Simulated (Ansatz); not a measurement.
Cr, 1 atom in the cell. Symmetry: Im-3m, No. 229, cubic system. Conventional cell: a = 2.969 Å, b = 2.969 Å, c = 2.969 Å, α = 90.00°, β = 90.00°, γ = 90.00°. Cr (site symmetry m-3m) has 8 Cr at 2.57 Å as nearest neighbours. 

```yaml
Program: Ansatz 0.2.0
Task: relaxation of cell and atoms
Functional: BPBE
Potentials_or_basis: Ansatz PAW
Cutoff: "420 eV (not typed: the program's choice for these potentials)"
k_mesh: 12 × 12 × 12
Occupations: fermi-dirac, width 0.05 eV
Spin: collinear spin, ferromagnetic start
Starting_moments: "[3.0] μB"
```

Potentials or basis: Ansatz PAW.

The run is started by

```sh
$ ansatz run input.yaml --threads 2 --pin off --max-ram 5120MiB --backend cpu --events-out ev --progress --plain --runs-dir out
```

Hardware: 2 threads of Arm Neoverse V1 (shared host).

Task: Estimate the wall time of this run.

Result: It took 5.4 s on 2 threads of Arm Neoverse V1 (shared host), peak memory 0.28 GiB. Counts: scf iterations 41, plane waves 225, k points 72, bands 13, ion steps 5.
